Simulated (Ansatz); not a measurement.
# MoS2 (P-3m1) in Ansatz: further runs, part 2 of 2

Ansatz 0.2.0. Earlier steps stand in the parts before.

## 4. Elastic constants, PBEsol

File input.yaml:

```yaml
crystal:
  lattice:
    - [3.2274645616, 0.0, 0.0]
    - [-1.6137322808, 2.7950663001, 0.0]
    - [0.0, 0.0, 6.31247342]
  atoms:
    - { symbol: Mo, position: [0.0, 0.0, 0.5] }
    - { symbol: S, position: [0.6666666667, 0.3333333333, 0.74468068] }
    - { symbol: S, position: [0.3333333333, 0.6666666667, 0.25531932] }
kpoints:
  mp_grid: { grid: [7, 7, 3] }
scf:
  occupations: { method: fermi_dirac, width: 0.05 }
hamiltonian:
  xc: pbesol
  pseudopotentials: { kind: all_electron, lapw: { basis_error: 0.002 } }
output:
  forces: true
  stress: true
elastic:
  mode: relaxed_ion
  stencil: two_point
```

Potentials or basis: all-electron LAPW, scalar-relativistic.

Run with:

```
> ansatz run input.yaml --threads 2 --pin off --max-ram 8192MiB --backend cpu --events-out ev --progress --plain --runs-dir out
```

Output:

```text
Warning: RAYON_NUM_THREADS=2 ignored (pool sized by the plan → 2); use --threads N
LAPW: plane waves up to 8.175 Å⁻¹, error target 2.0e-3 eV per atom; small_component_spin mean_spin; S in spheres of 1.039 Å, 14 of its electrons in bands, Dirac shells []; Mo in spheres of 1.309 Å, 30 of its electrons in bands, Dirac shells [] (how accurate: hamiltonian.pseudopotentials.lapw.basis_error, Limitations)
Engine: ansatz 0.2.0, aarch64-unknown-linux-gnu
Pseudopotentials: kind: all_electron
Pseudopotential: Mo, LAPW, valence charge 30, lapw/all_electron/scalar/gaussian/Mo, Koelling and Harmon's equation, gaussian nucleus
Pseudopotential: S, LAPW, valence charge 14, lapw/all_electron/scalar/gaussian/S, Koelling and Harmon's equation, gaussian nucleus
Functional definition: PBEsol
  exchange = pbesol_x
  correlation = pbesol_c
Crystal: 3 atoms, lattice volume = 56.945 Å³
Basis set: ecut = 254.61424765227514 eV, 527 PW (Γ), exchange–correlation at level 2
Bands: 35, of which v1, the nominal top of the filled ones, is band 29 counted from 1 (28 counted from 0)
Symmetry: 12 space group operations
Space group: P-3m1 (ITA 164), of the structure as read, at distance tolerance 3.8e-5 Å
k-points: 20 of 147
Non-local potential: Mo, projectors of the file, none
Non-local potential: S, projectors of the file, none
Initial density: superposition of atomic densities (chi_scale 0.1, normalization cell, long waves kept (reshape's long-wave potential 0.17 eV rms))
Initial wavefunctions: plane waves of lowest kinetic energy (no species holds an atomic orbital)
Functional: x = pbesol(κ = 0.804, μ = 0.12345679012345678), c = pbesol(β = 0.046)
iter 1 solved again at ethr=7.31e-3 eV; its pass at ethr=1.00e-1 eV (dr2=4.24e0 eV) is discarded
SCF iter   1: F=—  HF=-131813.982283 eV  |F-HF|=—  |Δ(HF+E_count)|=         —  Δρ=6.79e-2  dr2=4.24e0  ethr=7.31e-3  ⟨swp⟩=2.0  Hψ=4577  notcnv=0
preconditioner: auto → LDOS  [metal: Δε(μ)=0.109 eV  Ē_g=10.077 eV  σ=0.050 eV  W_gap=0.45  n_scr=22 (ndim 8)  ℏωp=20.9 eV  f_vac=0.132  D(μ)=1.41/eV (n_scr^D=4)  β→1.0]
SCF iter   2: F=—  HF=-131812.710968 eV  |F-HF|=—  |Δ(HF+E_count)|=    1.27e0  Δρ=3.04e-2  dr2=5.79e-1  ethr=7.31e-3  ⟨swp⟩=3.0  Hψ=2063  notcnv=0
iter 3 solved again at ethr=8.19e-5 eV; its pass at ethr=9.98e-4 eV (dr2=4.75e-2 eV) is discarded
SCF iter   3: F=—  HF=-131812.407575 eV  |F-HF|=—  |Δ(HF+E_count)|=   3.03e-1  Δρ=8.38e-3  dr2=4.75e-2  ethr=8.19e-5  ⟨swp⟩=2.0  Hψ=3670  notcnv=0
[... 333 lines left out ...]
--- Elastic constants: 3 strain directions × 2 members + reference (group order 12) ---
  dense FFT box of the reference and of every strained cell: 18×18×36
  strains applied: 11, 33, 23; error gains: componentwise 1.00 (the most a stress slope's error grows in a printed constant), spectral 1.41 (1 for all six strains in a standard setting)
  reference relaxed by the batch: 3 steps; max|allowed force component| 1.86e-3 eV/Å at the deck's positions, 1.77e-7 at the last accepted step, 1.86e-8 by the solve of record
  largest displacement 1.2e-4 Å; the constants are those of the deck's cell at these positions:
  atoms:
    - { symbol: Mo, position: [-2.113490050251351e-37, -4.485978170961015e-37, 0.49999999999999994] }
    - { symbol: S, position: [0.6666666666666665, 0.33333333333333326, 0.7446614531786455] }
    - { symbol: S, position: [0.33333333333333326, 0.6666666666666665, 0.2553385468213543] }
  C = ∂σ_k/∂η_j (tension-positive GPa; Voigt order 11 22 33 23 13 12):
       157.395      2.816      0.817      2.369     -0.000      0.000
         2.816    157.395      0.817     -2.369      0.000      0.000
         4.207      4.207      2.539      0.000      0.000     -0.000
         2.369     -2.369     -0.000      5.455      0.000     -0.000
         0.000     -0.000      0.000      0.000      5.455      2.369
         0.000      0.000     -0.000      0.000      2.369     77.290
  reference stress σ⁰ (GPa):      4.321      4.321      0.933      0.000      0.000     -0.000
  no Pulay correction (none for the plane-wave cutoff is built on LAPW): the batch's stresses and constants are at fixed plane waves
  C* (energy form; C + prestress term) asymmetry max|C*_kj − C*_jk| = 2.208e-3 GPa — a small one proves nothing (zero by symmetry where the batch's group is 432, −43m or m−3m); a large one is finite-difference/SCF noise where every solve meets its electron count
  moduli (Voigt/Reuss/Hill, GPa): K = 37.00/2.54/19.77   G = 38.27/5.20/21.74   E = 47.72   ν = 0.098
  mechanically stable: yes (min eigenvalue of sym C = 2.46 GPa)
  where every solve meets its electron count the energy-path curvature estimates C_jj along a normal strain and C_jj − ¼(σ⁰_aa + σ⁰_bb) along a shear (ab), closely only under elastic.basis: deformed
  strain η (Voigt 11):  stress-route row diagonal C_11 = 157.40 GPa, energy-path curvature d²(F+E_count)/dδ²/Ω₀ = 157.40 GPa
         δ    σ_11 (GPa)             F (eV)   n_scf  n_hpsi   n_pw
    -2.000e-3       4.0038     -131812.3831588       2   12254    532   relax 4 steps, max|allowed force component| 8.52e-6 eV/Å
     2.000e-3       4.6333     -131812.3770167       3   16630    532   relax 3 steps, max|allowed force component| 1.37e-6 eV/Å
  strain η (Voigt 33):  stress-route row diagonal C_33 = 2.54 GPa, energy-path curvature d²(F+E_count)/dδ²/Ω₀ = 2.54 GPa
         δ    σ_33 (GPa)             F (eV)   n_scf  n_hpsi   n_pw
    -2.000e-3       0.9274     -131812.3808609       3    7523    532   relax 3 steps, max|allowed force component| 5.59e-7 eV/Å
     2.000e-3       0.9376     -131812.3795348       3    7533    532   relax 3 steps, max|allowed force component| 7.26e-8 eV/Å
  strain η (Voigt 23):  stress-route row diagonal C_44 = 5.45 GPa, energy-path curvature d²(F+E_count)/dδ²/Ω₀ = 4.14 GPa
         δ    σ_23 (GPa)             F (eV)   n_scf  n_hpsi   n_pw
    -2.000e-3      -0.0108     -131812.3801968       3   16674    532   relax 4 steps, max|allowed force component| 5.83e-7 eV/Å
     2.000e-3       0.0110     -131812.3801967       3   16598    532   relax 3 steps, max|allowed force component| 5.65e-7 eV/Å
```

elastic.tsv:

```text
# convention: tension-positive GPa; Voigt order 11 22 33 23 13 12; engineering shear strains; stresses and constants hold the Pulay correction, whose part of sigma0, of c and of each member's stress the lines and columns named pulay_correction_..._gpa give (of c_energy it is that of c and, on the columns of strains 1 to 3, that of sigma0; of a layer's constants it is that of c in the plane, times a tenth of its plane spacing in ang); where a line pulay_correction_withheld stands none holds it
[... 16 lines left out ...]
6	6.8064229602e-61	1.3612845920e-61	-5.5220263365e-30	1.2261361563e-45	2.3690313255e0	7.7289692270e1	-1.3896667098e-16	-1.3896667098e-16	-1.3896667098e-16	1.2261361563e-45	2.3690313255e0	7.7289692270e1	nan	nan	nan	nan	nan	nan
```

It took 2.2 min on 2 threads of Arm Neoverse V2, shared host; peak memory 0.39 GiB.

What came out:

- Free energy: -131812.3802 eV
- Pressure: -3.2 GPa
- Band gap on the k mesh: none (metal or under the smearing width)
- Voigt bulk modulus: 37 GPa

Stress tensor (GPa, compression positive):
```
-4.32  0.00  0.00
 0.00 -4.32  0.00
 0.00  0.00 -0.93
```

Elastic tensor in Voigt notation (GPa, in the Cartesian axes of the cell as first typed):
```
157   3   1   2   0   0
  3 157   1  -2   0   0
  4   4   3   0   0   0
  2  -2   0   5   0   0
  0   0   0   0   5   2
  0   0   0   0   2  77
```

Caveat: the k mesh is thin for a metal, which can move the energy by tens of meV per atom; a metal's response needs a denser mesh; the cell is more than 3 GPa from zero pressure, which shifts response properties; elastic constants of metals need much finer meshes, so these are rough; this functional lacks dispersion, which binds the layers, so the pressure and a relaxed spacing across them are unreliable.

## 5. Summary

| task | potentials or basis | k mesh | cutoff (eV) | basis error allowed | gap on the mesh (eV) | pressure (GPa) | largest force (eV/Å) |
| --- | --- | --- | --- | --- | --- | --- | --- |
| density of states | all-electron PAW datasets made for the crystal | 9 × 9 × 4 | 340 | - | none | -3.4 | 0.02 |
| phonons | all-electron LAPW, scalar-relativistic | 9 × 9 × 4 | 255 | 0.002 eV/atom | none | - | 0.02 |
| elastic constants | all-electron LAPW, scalar-relativistic | 7 × 7 × 3 | 255 | 0.002 eV/atom | none | -3.2 | - |

Alike in all rows: level PBEsol; no spin polarisation; cell as given; smearing fermi-dirac 0.05 eV.

Caveats: this functional lacks dispersion, which binds the layers, so the pressure and a relaxed spacing across them are unreliable; a metal's response needs a denser mesh (some runs); the program warned that the printed levels may be off, so bands, gaps and densities of states are rough (some runs); the density of states is complete only up to the lowest level of the last band computed (some runs); the k mesh is thin for a metal, which can move the energy by tens of meV per atom (some runs); the cell is more than 3 GPa from zero pressure, which shifts response properties (some runs); elastic constants of metals need much finer meshes, so these are rough (some runs).

Compare energies only between runs with the same functional and basis.
